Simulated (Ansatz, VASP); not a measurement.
# SiC (Moissanite 6H): VASP beside Ansatz

Contents of INCAR:

```
ALGO = Normal
EDIFF = 1E-6
ENCUT = 520
GGA = PS
ISIF = 2
ISMEAR = 0
LASPH = True
LCHARG = False
LREAL = False
LWAVE = False
NBANDS = 36
NELM = 80
PREC = Accurate
SIGMA = 0.02
```

File KPOINTS:

```
k-points
0
Gamma
  6 6 1
```

The input POSCAR:

```
SiC
1.0
    3.0790874996      0.0000000000      0.0000000000
   -1.5395437498      2.6665679952      0.0000000000
    0.0000000000      0.0000000000     15.1076943090
Si C
6 6
Direct
    0.0000000000      0.0000000000      0.1250346186
    0.0000000000      0.0000000000      0.6250346186
    0.3333333333      0.6666666667      0.2918199952
    0.6666666667      0.3333333333      0.7918199952
    0.3333333333      0.6666666667      0.9583138721
    0.6666666667      0.3333333333      0.4583138721
    0.0000000000      0.0000000000     -0.0003142250
    0.0000000000      0.0000000000      0.4996857750
    0.3333333333      0.6666666667      0.1668262172
    0.6666666667      0.3333333333      0.6668262172
    0.3333333333      0.6666666667      0.8333195219
    0.6666666667      0.3333333333      0.3333195219
```

Input for Ansatz:

```yaml
crystal:
  lattice:
    - [3.0790874996, 0.0, 0.0]
    - [-1.5395437498, 2.6665679952, 0.0]
    - [0.0, 0.0, 15.107694309]
  atoms:
    - { symbol: Si, position: [0.0, 0.0, 0.1250346186] }
    - { symbol: Si, position: [0.0, 0.0, 0.6250346186] }
    - { symbol: Si, position: [0.3333333333, 0.6666666667, 0.2918199952] }
    - { symbol: Si, position: [0.6666666667, 0.3333333333, 0.7918199952] }
    - { symbol: Si, position: [0.3333333333, 0.6666666667, 0.9583138721] }
    - { symbol: Si, position: [0.6666666667, 0.3333333333, 0.4583138721] }
    - { symbol: C, position: [0.0, 0.0, -0.000314225] }
    - { symbol: C, position: [0.0, 0.0, 0.499685775] }
    - { symbol: C, position: [0.3333333333, 0.6666666667, 0.1668262172] }
    - { symbol: C, position: [0.6666666667, 0.3333333333, 0.6668262172] }
    - { symbol: C, position: [0.3333333333, 0.6666666667, 0.8333195219] }
    - { symbol: C, position: [0.6666666667, 0.3333333333, 0.3333195219] }
basis:
  ecutwfc: 420
kpoints:
  mp_grid: { grid: [6, 6, 1] }
  band_path:
    path:
      - [0.0, 0.0, 0.0]
      - [0.5, 0.0, 0.0]
      - [0.3333333333, 0.3333333333, 0.0]
      - [0.0, 0.0, 0.5]
      - [0.5, 0.0, 0.5]
      - [0.3333333333, 0.3333333333, 0.5]
      - [0.0, -0.5, 0.226563]
    npoints: 1
hamiltonian:
  xc: pbesol
scf:
  occupations: { method: gaussian, width: 0.02 }
  n_extra_bands: 9
output:
  forces: true
  stress: true
  eigenvalues: true
```

Alike in both runs: task single point; functional PBEsol; k mesh 6 × 6 × 1; occupations gaussian, width 0.02 eV; no spin polarisation.

|  | VASP | Ansatz |
| --- | --- | --- |
| version | VASP 6.6.1 | Ansatz 0.2.0 |
| potentials or method | VASP PAW PBE potentials, release 64 (Si, C) | scalar-relativistic, plane waves, PAW |
| plane-wave cutoff (eV) | 520 | 420 |
| valence electrons in the cell | 48 | 48 |

```csv
,VASP,Ansatz,Ansatz less VASP
gap on the k mesh at the Fermi level (eV),1.91,1.92,+0.008
least direct gap on the mesh (eV),3.01,3.02,+0.009
pressure (GPa),0.3,0.0,-0.35
largest component of the traceless stress (GPa),0.10,0.10,-0.003
rms of the force components (eV/Å),0.005,0.005,-0.0001
```

Atom by atom the forces differ by 0.000 eV/Å (rms over components). With one functional, cell and mesh, what is left measures potentials, basis and numerics.

Caveats: the PAW data sets were made with another functional, which shifts forces and pressure a little (VASP); an odd mesh through Γ misses points on the zone boundary, where band edges often lie. PBEsol gaps usually lie below the measured ones, often by a third to a half.
